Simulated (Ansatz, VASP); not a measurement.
Two plane-wave programs on Ba

```
Ba
1.0
    -2.43750    2.43750    2.62500
     2.43750   -2.43750    2.62500
     2.43750    2.43750   -2.62500
Ba
1
Direct
  0.00000 0.00000 0.00000
```

Change from the starting cell: strain -0.025 along x and y, +0.050 along z, atoms carried along.

Alike in both runs: task single point; functional PBE; k mesh 14 × 14 × 14; occupations gaussian, width 0.15 eV; no spin polarisation.

|  | VASP | Ansatz |
| --- | --- | --- |
| version | VASP 6.6.1 | Ansatz 0.2.0 |
| potentials or method | VASP PAW PBE potentials, release 64 (Ba_sv) | scalar-relativistic, plane waves, PAW |
| plane-wave cutoff (eV) | 520 | 420 |
| valence electrons in the cell | 10 | 10 |

Ansatz gave:

```
gap on the k mesh at the Fermi level (eV)       : none
pressure (GPa)                                  : 0.1
largest component of the traceless stress (GPa) : 0.18
```

Problem. Estimate VASP's values.

Solution. gap on the k mesh at the Fermi level (eV): none; pressure (GPa): 0.2; largest component of the traceless stress (GPa): 0.18.

A gap of «none» marks a metal or a gap that the smearing closes.

The runs have no spin-orbit coupling, so splittings on Ba are missing.
